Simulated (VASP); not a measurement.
The system is PbSe (Clausthalite).

```
CELL_PARAMETERS angstrom
0.00000 3.06065 3.06065
3.06065 0.00000 3.06065
3.06065 3.06065 0.00000
ATOMIC_POSITIONS crystal
Pb 0.00000 0.00000 0.00000
Se 0.50000 0.50000 0.50000
```

```yaml
Program: VASP 6.6.1
Task: relaxation of cell and atoms
Functional: PBE
Potentials_or_basis: VASP PAW PBE potentials, release 54 (Pb, Se)
Cutoff: 580 eV
k_mesh: 8 × 8 × 8
Occupations: fermi-dirac, width 0.05 eV
Spin: no spin polarisation
```

At the start: pressure 2.2 GPa; volume 28.67 Å³/atom.

Question: Where does the relaxation end?

Answer: Over 3 steps the energy falls by 7.8 meV/atom and the volume is 29.87 Å³/atom (+4.2 %); space group Fm-3m (No. 225, to 0.05 Å).

The path:
| step | energy change (eV) | largest force (eV/Å) | pressure (GPa) | volume (Å³) |
| --- | --- | --- | --- | --- |
| 1 | 0.0000 | 0.0000 | 2.16 | 57.34 |
| 2 | -0.0137 | 0.0000 | -0.69 | 60.61 |
| 3 | -0.0155 | 0.0000 | 0.01 | 59.73 |

Final structure:
```yaml
crystal:
  lattice:
    - [0.00000, 3.10258, 3.10258]
    - [3.10258, 0.00000, 3.10258]
    - [3.10258, 3.10258, 0.00000]
  atoms:
    - { symbol: Pb, position: [0.00000, 0.00000, 0.00000] }
    - { symbol: Se, position: [0.50000, 0.50000, 0.50000] }
```

The cell as given is a measured one (28.67 Å³/atom); PBE puts the equilibrium volume +4.2 % from it, thermal expansion not counted.
